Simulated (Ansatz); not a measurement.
**SrF2, response to strain**

Base system: SrF₂ in the fluorite structure (space group Fm-3m, No. 225; a = 5.857 Å).

Strains are applied to the cell and any free atomic positions relax.

Calculations: Ansatz (a program for electronic structure), PBE, PAW, cutoff 420 eV, scalar-relativistic without spin-orbit coupling.

```tsv
isotropic strain (%)	pressure (GPa)
-4.59	12.6
-2.58	?
-1.03	2.2
0	0.0
4.51	-6.3
```

**Question.** Fit P = P₀ − Bδ + Cδ² with δ = (1 + ε)³ − 1 to the rows shown and predict the withheld row.

**Answer.** Least squares on the printed values gives P₀ = -0.1 GPa, B = 71.1 GPa, C = 192 GPa (largest residual 0.1 GPa); this predicts 6.4 GPa, and the run gives 6.1 GPa, 0.3 lower.

Whether these cells are dynamically stable was not tested.
